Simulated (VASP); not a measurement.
Wanted: the native input for a VASP 6.6.1 run.

```yaml
Task: single point
Functional: PBE
Potentials_or_basis: VASP PAW PBE potentials, release 64 (Ca_sv, S)
Cutoff: 520 eV
k_mesh: 6 × 6 × 6
Occupations: gaussian, width 0.1 eV
Spin: no spin polarisation
Dipole_correction: no
Further_INCAR_settings: ALGO = Normal; EDIFF = 1e-06; NBANDS = 15
```

The structure of CaS (Oldhamite) lies in POSCAR:

```
CaS
1.0
    0.0000000000      2.8430000000      2.8430000000
    2.8430000000      0.0000000000      2.8430000000
    2.8430000000      2.8430000000      0.0000000000
Ca S
1 1
Direct
    0.0000000000      0.0000000000      0.0000000000
    0.5000000000      0.5000000000      0.5000000000
```

One way to write it, as run:

INCAR

```
ALGO = Normal
EDIFF = 1E-6
ENCUT = 520
GGA = PE
ISIF = 2
ISMEAR = 0
LASPH = T
LCHARG = F
LREAL = F
LWAVE = F
NBANDS = 15
NELM = 100
PREC = Accurate
SIGMA = 0.1
```

KPOINTS

```
k-points
0
Gamma
  6 6 6
```

Potentials or basis: VASP PAW PBE potentials, release 64 (Ca_sv, S).

Command:

```console
$ cat potpaw_PBE.64/Ca_sv/POTCAR potpaw_PBE.64/S/POTCAR > POTCAR
$ mpirun -np 1 vasp_std > vasp.out
```

Results of the run:

* Pressure: 1.0 GPa
* Band gap on the k mesh: 2.35 eV, indirect (least direct gap 3.16 eV)

Wall time 5.7 s on 1 thread of AMD EPYC 9R45 96-Core Processor (Zen 5), on a shared host, peak memory 0.14 GiB.
